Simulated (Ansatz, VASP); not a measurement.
# SiGe2: VASP beside Ansatz

One calculation is typed for both programs; each brings its own data sets. How far apart do they land? The cell is generated by rule, not measured, and may not be a known phase. Of the first pair: The two relaxations start from unlike cells of this crystal (the structure described is Ansatz's start), so only their ends are compared.

Calculated with Ansatz 0.2.0; plane waves, with VASP 6.6.1 beside it; relaxation of cell and atoms at PBEsol and zone-centre phonons at PBEsol.

### 1. The structure

Symmetry: Fm-3m, No. 225, cubic system. Conventional cell: a = 6.319 Å, b = 6.319 Å, c = 6.319 Å, α = 90.00°, β = 90.00°, γ = 90.00°. Si has 8 Ge at 2.74 Å nearest. Nearest to Ge lie 4 Si at 2.74 Å. Farther neighbours are not listed.

### 2. Ansatz: relaxation of cell and atoms, PBEsol

Ansatz runs on its default PAW (the set named soft_2) files.

The relaxed volume is the usual yardstick between codes: in a stiff, nearly cubic crystal its relative difference is about their pressure difference at one cell divided by the bulk modulus.

input.yaml reads:

```yaml
crystal:
  lattice:
    - [0.0, 3.15926, 3.15926]
    - [3.15926, 0.0, 3.15926]
    - [3.15926, 3.15926, 0.0]
  atoms:
    - { symbol: Si, position: [0.0, 0.0, 0.0] }
    - { symbol: Ge, position: [0.25, 0.25, 0.25] }
    - { symbol: Ge, position: [0.75, 0.75, 0.75] }
kpoints:
  mp_grid: { grid: [10, 10, 10] }
hamiltonian:
  xc: pbesol
scf:
  occupations: { method: gaussian, width: 0.1 }
output:
  forces: true
  stress: true
  eigenvalues: true
relax:
  adjacent_minimum: "off"
  f_tol: 0.005
  max_steps: 80
  cell: { stress_tol: 0.05 }
```

Launch:

```sh
> ansatz run input.yaml --threads 4 --pin off --max-ram 7168MiB --backend cpu --events-out ev --progress --plain --runs-dir out
```

Numbers of over 12 decimals in the logs are rounded to 6 here.

Output:

```text
Engine: ansatz 0.2.0, aarch64-unknown-linux-gnu
Pseudopotentials: kind: paw
Pseudopotential: Si, paw, valence charge 4, recommended cutoff 420 eV (normal), Si.paw.azcp
Pseudopotential: Ge, paw, valence charge 14, recommended cutoff 420 eV (normal), Ge.paw.azcp
Functional definition: PBEsol
  exchange = pbesol_x
  correlation = pbesol_c
Crystal: 3 atoms, lattice volume = 63.065 Å³
Basis set: ecut = 420 eV, 1243 PW (Γ), exchange–correlation on 60×60×60 points (8 copies of the dense FFT grid, shifted against one another)
Bands: 20, of which v1, the nominal top of the filled ones, is band 16 counted from 1 (15 counted from 0)
Symmetry: 48 space group operations
Space group: Fm-3m (ITA 225), of the structure as read, at distance tolerance 4.0e-5 Å
k-points: 47 of 1000
Non-local potential: Si, projectors of the file, l = 0: 2, l = 1: 2, l = 2: 2
Non-local potential: Ge, projectors of the file, l = 0: 2, l = 1: 2, l = 2: 3, l = 3: 1
PAW form: soft (Blöchl's): semilocal exchange-correlation on the pseudo side does not see the compensation charge
PAW frozen core: Si, regenerated for the run's functional, and the local potential with it (the file was generated under x = pbe(κ = 0.804, μ = 0.219515), c = pbe(β = 0.066725))
PAW frozen core: Ge, regenerated for the run's functional, and the local potential with it (the file was generated under x = pbe(κ = 0.804, μ = 0.219515), c = pbe(β = 0.066725))
PAW one-centre angular grid: Si, 110 points (default); XC on 64 Gauss nodes
PAW one-centre angular grid: Ge, 590 points (default); XC on 64 Gauss nodes
Initial density: superposition of atomic densities (neutral atoms: chi_scale 0, normalization atom), corrected by the library's trained network
Initial wavefunctions: pseudopotential atomic-orbital guess
Functional: x = pbesol(κ = 0.804, μ = 0.123457), c = pbesol(β = 0.046)
SCF iter   1: F=—  HF=-9127.373244 eV  |F-HF|=—  |Δ(HF+E_count)|=         —  Δρ=2.97e-3  dr2=1.22e-2  ethr=1.77e-3  ⟨swp⟩=5.1  Hψ=4325  notcnv=0
preconditioner: auto → LDOS  [metal: Δε(μ)=0.022 eV  Ē_g=19.968 eV  σ=0.100 eV  W_gap=0.12  n_scr=14 (ndim 8)  ℏωp=26.5 eV  f_vac=0.019  D(μ)=1.94/eV (n_scr^D=14)  β→1.0]
SCF iter   2: F=—  HF=-9127.368976 eV  |F-HF|=—  |Δ(HF+E_count)|=   4.27e-3  Δρ=1.08e-3  dr2=1.19e-3  ethr=3.82e-5  ⟨swp⟩=2.4  Hψ=2094  notcnv=0
SCF iter   3: F=—  HF=-9127.368989 eV  |F-HF|=—  |Δ(HF+E_count)|=   1.26e-5  Δρ=1.03e-3  dr2=3.48e-4  ethr=3.72e-6  ⟨swp⟩=2.0  Hψ=1708  notcnv=0
SCF iter   4: F=—  HF=-9127.368395 eV  |F-HF|=—  |Δ(HF+E_count)|=   5.93e-4  Δρ=9.12e-5  dr2=2.26e-6  ethr=1.09e-6  ⟨swp⟩=2.0  Hψ=1703  notcnv=0
SCF iter   5: F=—  HF=-9127.368398 eV  |F-HF|=—  |Δ(HF+E_count)|=   2.52e-6  Δρ=8.78e-6  dr2=3.47e-8  ethr=7.06e-9  ⟨swp⟩=2.0  Hψ=1712  notcnv=0
SCF iter   6: F=-9127.368398 eV  HF=-9127.368398 eV  |F-HF|=3.64e-10  |Δ(HF+E_count)|=   1.94e-8  Δρ=8.89e-7  dr2=7.48e-10  ethr=1.08e-10  ⟨swp⟩=2.1  Hψ=3109  notcnv=0
SCF 1 converged in 6 iterations: F = -9127.368398 eV  dr2 = 7.48e-10
  greatest PAW one-centre occupation: 0.998 electrons in one spin orbital (limit 2), on the Ge atom at site 2 (counted from 0), in its partial waves of l = 2
relax step   1: F+E_penalty+E_count = -9127.36839777 eV  Δ(F+E_penalty+E_count) = +0.000e0 eV  max|allowed force component| = 2.159e-17 eV/Å  Δτ_max = 0.0000 Å  P = -5.180 GPa  Ω = 63.065 Å³  (6 SCF iters, dr2 threshold 1.00e-7 eV, accepted)
[...]
relax step   2: F+E_penalty+E_count = -9127.46544087 eV  Δ(F+E_penalty+E_count) = -9.704e-2 eV  max|allowed force component| = 1.419e-16 eV/Å  Δτ_max = 0.0000 Å  P = +1.327 GPa  Ω = 56.240 Å³  energy of the carried Pulay correction = +1.068e-3 eV  (6 SCF iters, dr2 threshold 3.00e-7 eV, accepted)
[...]
relax step   3: F+E_penalty+E_count = -9127.46966088 eV  Δ(F+E_penalty+E_count) = -4.220e-3 eV  max|allowed force component| = 1.249e-16 eV/Å  Δτ_max = 0.0000 Å  P = -0.183 GPa  Ω = 57.509 Å³  energy of the carried Pulay correction = +8.607e-4 eV  (5 SCF iters, dr2 threshold 3.00e-7 eV, accepted)
[...]
relax step   4: F+E_penalty+E_count = -9127.46977857 eV  Δ(F+E_penalty+E_count) = -1.177e-4 eV  max|allowed force component| = 1.357e-16 eV/Å  Δτ_max = 0.0000 Å  P = -0.004 GPa  Ω = 57.352 Å³  energy of the carried Pulay correction = +8.862e-4 eV  (4 SCF iters, dr2 threshold 8.40e-8 eV, accepted)
[...]
relax step   5: F+E_penalty+E_count = -9127.46887023 eV  Δ(F+E_penalty+E_count) = +9.083e-4 eV  max|allowed force component| = 1.419e-16 eV/Å  Δτ_max = 0.0000 Å  P = -0.002 GPa  Ω = 57.352 Å³  stress off target by 2.33e-3 GPa  SCF on the basis re-selected at this cell (its energy is not comparable with the rows above)  (6 SCF iters)
basis re-selected at this cell: Δ(F+E_penalty+E_count) = +9.083e-4 eV, ΔP = +0.002 GPa vs the last step (what re-selecting the basis moved, of the pressure what is left beyond the Pulay correction that the steps carried, after the strain that the cell walked since its last selection, with what the two solves' SCF thresholds leave and, on support functions, any second-order correction that the steps lacked; it is no m [...]
SCF converged after 6 iterations
Free energy (F): -9127.468870 eV
Harris-Foulkes:  -9127.468870 eV  (|F-HF|=0.00e0)
Internal energy: -9127.458739 eV  (E = F + TS)
E sigma→0 (E₀):  -9127.463805 eV
Entropy (-TS):   -0.010131 eV (-3.377 meV/atom)
Fermi energy:    9.640143 eV
--- Per-component energies (eV) ---
  E_band       = -253.527373
  E_kinetic    = 262.156289
  E_local      = -4782.123540  (includes V_loc(G=0)·N_el)
  E_nonlocal   = 859.973619
  E_hartree    = 2100.147954
  E_xc         = -205.526321
  E_vxc        = -177.198437  (∫ρ·V_xc dr)
  E_paw        = -4450.193004  (= ΣΔE_a)
  E_vpaw       = -616.631969  (= ΣTr[D̂ρ^β])
  E_aug_tail   = 0.000770  (compensation charges beyond the density's cutoff)
  E_ewald      = -2913.761939
  E_core_change = 1.867433  (= ΣΔE_core)
  E_smearing   = -0.010131  (= −TS)
  E_closure    = -0.000000  (closes the sum)
  Σ components = -9127.468870   (vs F -9127.468870, Δ=0.00e0)
--- Forces (eV/Å), atoms counted from 1 ---
  atom   1  Si    -0.00000000     0.00000000     0.00000000
  atom   2  Ge     0.00000000     0.00000000     0.00000000
  atom   3  Ge    -0.00000000    -0.00000000    -0.00000000
  max |Σ_I F_I| component: 3.24e-17 eV/Å
--- Stress (GPa, compression-positive) ---
       -0.002330      -0.000000      -0.000000
       -0.000000      -0.002330       0.000000
       -0.000000      -0.000000      -0.002330
  P = ⅓ Tr σ = -0.0023 GPa (-0.023 kbar)
--- Band table (eV; the first three rows and the last of 47) ---
  k-point 0: bands = [... 12 lower, 7.8587, 7.8587, 7.8587, 8.4612, 8.4612, 8.4612, 8.5281, 13.6549]
  k-point 1: bands = [... 12 lower, 6.8736, 7.5391, 7.5391, 8.4513, 8.8011, 8.8011, 10.3124, 13.1341]
  k-point 2: bands = [... 12 lower, 6.0785, 7.1437, 7.1437, 9.0461, 9.1230, 9.1230, 12.1220, 12.8517]
  k-point 46: bands = [... 12 lower, 0.8688, 4.0303, 7.4905, 9.6720, 10.3596, 12.5276, 14.1657, 15.6136]
--- Relaxed structure (4 steps of the walk, 4 accepted, 1 SCFs on fresh bases) ---
  F+E_penalty+E_count = -9127.46887023 eV   max|allowed force component| = 1.419e-16 eV/Å   (the final SCF, on the basis selected at the relaxed cell)
  cell:  # Å, volume = 57.3520 Å³
    - [0, 3.060833, 3.060833]
    - [3.060833, 0, 3.060833]
    - [3.060833, 3.060833, 0]
  atoms:
    - { symbol: Si, position: [0, 0, 0] }
    - { symbol: Ge, position: [0.25, 0.25, 0.25] }
    - { symbol: Ge, position: [0.75, 0.75, 0.75] }
```

The column dr2 measures how far the density is from self-consistency, as an energy; F and HF (Harris–Foulkes) agree once it is small.

### 3. VASP: relaxation of cell and atoms, PBEsol

Its own start cell and the same functional, mesh and smearing now go to VASP, with its own data sets.

Lines of VASP's logs that name or quote its potential files are left out, and so is its time.

INCAR reads:

```
SYSTEM = SiGe2
PREC = Accurate
ENCUT = 500
EDIFF = 1E-07
NELM = 120
ISMEAR = 0
SIGMA = 0.1
LREAL = .FALSE.
ALGO = Normal
GGA = PS
NBANDS = 22
LORBIT = 11
LWAVE = .FALSE.
LCHARG = .FALSE.
ISIF = 3
IBRION = 2
NSW = 80
EDIFFG = -0.005
LASPH = .TRUE.
GGA_COMPAT = .FALSE.
NELMIN = 4
KPAR = 2
```

POSCAR reads:

```
SiGe2
1.0
    0.0000000000      3.0615970946      3.0615970946
    3.0615970946      0.0000000000      3.0615970946
    3.0615970946      3.0615970946      0.0000000000
Si Ge
1 2
Direct
    0.0000000000      0.0000000000      0.0000000000
    0.2500000000      0.2500000000      0.2500000000
    0.7500000000      0.7500000000      0.7500000000
```

KPOINTS reads:

```
Automatic mesh
0
Gamma
10 10 10
0 0 0
```

Potentials, in the order of the species: Si and Ge_d (PBE family, release 64).

Launch:

```sh
> mpirun -np 2 vasp_std
```

Output:

```text
[banner, memory and clock lines left out]
running    2 mpi-ranks, on    1 nodes
 distrk:  each k-point on    1 cores,    2 groups
 distr:  one band on    1 cores,    1 groups

 POSCAR found type information on POSCAR SiGe
 POSCAR found :  2 types and       3 ions
|                                                                             |
|               ----> ADVICE to this user running VASP <----                  |
|                                                                             |
|     You enforced a specific xc type in the INCAR file but a different       |
|     [... a line on the potential file left out ...]
|     I HOPE YOU KNOW WHAT YOU ARE DOING!                                     |
|                                                                             |

 LDA part: xc-table for (Slater+PW92), standard interpolation
 POSCAR, INCAR and KPOINTS ok, starting setup
 FFT: planning ... GRIDC
 FFT: planning ... GRID_SOFT
 FFT: planning ... GRID
 WAVECAR not read
 entering main loop
       N       E                     dE             d eps       ncg     rms          rms(c)
DAV:   1     0.213464099853E+03    0.21346E+03   -0.15593E+04  2374   0.349E+03
DAV:   2     0.174505847522E+02   -0.19601E+03   -0.18759E+03  2086   0.640E+02
DAV:   3    -0.136215955559E+02   -0.31072E+02   -0.30426E+02  2494   0.149E+02
DAV:   4    -0.146941291631E+02   -0.10725E+01   -0.10706E+01  2374   0.311E+01
DAV:   5    -0.147172638841E+02   -0.23135E-01   -0.23132E-01  2402   0.516E+00    0.344E+00
DAV:   6    -0.146299668398E+02    0.87297E-01   -0.70601E-02  2888   0.350E+00    0.192E+00
DAV:   7    -0.146003161072E+02    0.29651E-01   -0.37997E-02  2822   0.183E+00    0.305E-01
DAV:   8    -0.145983573166E+02    0.19588E-02   -0.53315E-03  2718   0.102E+00    0.826E-02
DAV:   9    -0.145983674571E+02   -0.10141E-04   -0.34562E-04  2644   0.243E-01    0.622E-02
DAV:  10    -0.145983752471E+02   -0.77901E-05   -0.21353E-05  2602   0.396E-02    0.147E-02
DAV:  11    -0.145983754823E+02   -0.23520E-06   -0.96490E-06  2820   0.494E-02    0.430E-03
DAV:  12    -0.145983753574E+02    0.12493E-06   -0.67236E-07  2128   0.610E-03    0.271E-03
DAV:  13    -0.145983752079E+02    0.14946E-06   -0.13781E-07  1364   0.658E-03    0.817E-04
DAV:  14    -0.145983751414E+02    0.66520E-07   -0.76016E-08  1338   0.254E-03
   1 F= -.14598375E+02 E0= -.14593308E+02  d E =-.145984E+02
 curvature:   0.00 expect dE= 0.000E+00 dE for cont linesearch  0.000E+00
 trial: gam= 0.00000 g(F)=  0.926E-48 g(S)=  0.282E-04 ort = 0.000E+00 (trialstep = 0.100E+01)
 search vector abs. value=  0.282E-04
 bond charge predicted
       N       E                     dE             d eps       ncg     rms          rms(c)
DAV:   1    -0.145988108093E+02   -0.43560E-03   -0.60385E-03  2564   0.138E+00    0.119E-01
DAV:   2    -0.145984946686E+02    0.31614E-03   -0.44306E-04  2682   0.380E-01    0.605E-02
DAV:   3    -0.145983953071E+02    0.99362E-04   -0.16253E-04  2702   0.203E-01    0.123E-02
DAV:   4    -0.145983897980E+02    0.55091E-05   -0.87403E-06  2610   0.493E-02    0.561E-03
DAV:   5    -0.145983896945E+02    0.10353E-06   -0.58589E-07  2310   0.108E-02    0.172E-03
DAV:   6    -0.145983897829E+02   -0.88397E-07   -0.39088E-08  1100   0.331E-03
   2 F= -.14598390E+02 E0= -.14593299E+02  d E =-.146414E-04
 trial-energy change:   -0.000015  1 .order   -0.000015   -0.000028   -0.000002
 step:   1.0921(harm=  1.0801)  dis= 0.00000  next Energy=   -14.598390 (dE=-0.147E-04)
 reached required accuracy - stopping structural energy minimisation
```

From OUTCAR (step 3):

```text
ion  position               nearest neighbor table
   1  0.000  0.000  0.000-   2 2.65   3 2.65   3 2.65   3 2.65   3 2.65   2 2.65   2 2.65   2 2.65

  LATTYP: Found a face centered cubic cell.
 ALAT       =     6.1231941892

 Subroutine GETGRP returns: Found 48 space group operations
 (whereof 48 operations were pure point group operations)

The static configuration has the point symmetry O_h .

 Found     47 irreducible k-points:

   k-points           NKPTS =     47   k-points in BZ     NKDIM =     47   number of bands    NBANDS=     22

   dimension x,y,z NGX =    32 NGY =   32 NGZ =   32
   dimension x,y,z NGXF=    64 NGYF=   64 NGZF=   64

   ENCUT  =  500.0 eV  36.75 Ry    6.06 a.u.   7.89  7.89  7.89*2*pi/ulx,y,z

   NELECT =      32.0000    total number of electrons

 k-points in reciprocal lattice and weights: Automatic mesh
   0.00000000  0.00000000  0.00000000       0.001
   0.10000000  0.00000000  0.00000000       0.008
   0.20000000  0.00000000  0.00000000       0.008
   0.30000000  0.00000000  0.00000000       0.008
   0.40000000  0.00000000  0.00000000       0.008
   0.50000000  0.00000000  0.00000000       0.004
   0.10000000  0.10000000  0.00000000       0.006
   0.20000000  0.10000000  0.00000000       0.024
   0.30000000  0.10000000  0.00000000       0.024
[...]
-0.30000000  0.40000000  0.20000000       0.024
  -0.30000000  0.50000000  0.20000000       0.012

 average (electrostatic) potential at core
       1 -83.1124       2 -72.4497       3 -72.4497

 E-fermi :   6.6713

 k-point     1 :       0.0000    0.0000    0.0000
  band No.  band energies     occupation
    ...
     15       4.8854      2.00000
     16       5.4912      2.00000
     17       5.4912      2.00000
     18       5.4912      2.00000
     19       5.5694      2.00000
     20      10.6884      0.00000
     21      10.6884      0.00000
     22      10.6884      0.00000

 k-point     2 :       0.1000    0.0000    0.0000
  band No.  band energies     occupation
    ...
     14       4.5664      2.00000
     15       4.5664      2.00000
     16       5.4848      2.00000
     17       5.8304      2.00000
     18       5.8304      2.00000
     19       7.3470      0.00000
     20      10.1690      0.00000
     21      10.1690      0.00000
     22      10.4929      0.00000

 k-point     3 :       0.2000    0.0000    0.0000
  band No.  band energies     occupation
    ...
     14       4.1710      2.00000
     15       4.1710      2.00000
     16       6.0794      2.00000
     17       6.1519      2.00000
     18       6.1519      2.00000
     19       9.1562      0.00000
     20       9.8871      0.00000
     21       9.8871      0.00000
     22      10.6175      0.00000

  Total       -0.0017938     -0.0017938     -0.0017938      0.0000000      0.0000000      0.0000000
  in kB       -0.0501331     -0.0501331     -0.0501331      0.0000000      0.0000000      0.0000000
  external PRESSURE =      -0.0501331 kB  Pullay stress =       0.0000000 kB

  energy-cutoff  :      500.00
  volume of cell :       57.33
      direct lattice vectors                 reciprocal lattice vectors
     0.000000000  3.060406209  3.060406209    -0.163377005  0.163377005  0.163377005
     3.060406209  0.000000000  3.060406209     0.163377005 -0.163377005  0.163377005
     3.060406209  3.060406209  0.000000000     0.163377005  0.163377005 -0.163377005

 POSITION                                       TOTAL-FORCE (eV/Angst)
 -----------------------------------------------------------------------------------
      3.06041      6.12081      3.06041         0.000000      0.000000      0.000000
      1.53020      1.53020      1.53020        -0.000000     -0.000000     -0.000000
      4.59061      4.59061      4.59061         0.000000     -0.000000     -0.000000
 -----------------------------------------------------------------------------------
    total drift:                               -0.000000     -0.000000      0.000000

  FREE ENERGIE OF THE ION-ELECTRON SYSTEM (eV)
  ---------------------------------------------------
  free  energy   TOTEN  =       -14.5983897829 eV

  energy  without entropy=      -14.5882077582  energy(sigma->0) =      -14.59329877

 reached required accuracy - stopping structural energy minimisation

 total charge
# of ion       s       p       d       tot
------------------------------------------
    1        0.814   0.749   0.000   1.563
    2        1.248   0.980  10.033  12.261
    3        1.248   0.980  10.033  12.261
--------------------------------------------------
tot          3.311   2.709  20.066  26.085

[... 3 further parts left out ...]
```

CONTCAR:

```
SiGe2
   1.00000000000000
     0.0000000000000000    3.0604062086655079    3.0604062086655079
     3.0604062086655079    0.0000000000000000    3.0604062086655079
     3.0604062086655079    3.0604062086655079    0.0000000000000000
  Si              Ge
     1     2
Direct
     1.0000000000000000    0.0000000000000000    1.0000000000000000
     0.2500000000000000    0.2500000000000000    0.2500000000000000
     0.7500000000000000    0.7500000000000000    0.7500000000000000
```

The run keeps the 48 symmetry operations of its start, so it cannot find a distortion of lower symmetry.

### 4. Comparison

Known differences besides the potentials themselves: the cutoff is 420 eV in Ansatz and 500 eV in VASP; Ansatz makes its cores anew for this functional, VASP keeps those of its PBE data sets; Ansatz adds a Pulay correction to the stress that steers its cell, VASP none. Total energies have different zeros and are not compared.

Compared:

```csv
quantity,Ansatz,VASP,difference
volume (Å³),57.35,57.33,+0.04 %
"edge a after relaxation, in the typed setting (Å)",4.329,4.328,+0.01 %
```

(Continued in part 2 of 2.)

[Lines on the potential files, build, host, timing and source positions are cut from VASP's logs without a mark.]

[Logs are printed without paths, hosts, clocks, repeated set-up lines and the standing remarks that a program may print on its own settings, such as how far it seeks lower states.]

[Hosts, paths, dates, database ids (printed as entryN), source tags and the programs' standing remarks are cut or masked in the printed files.]
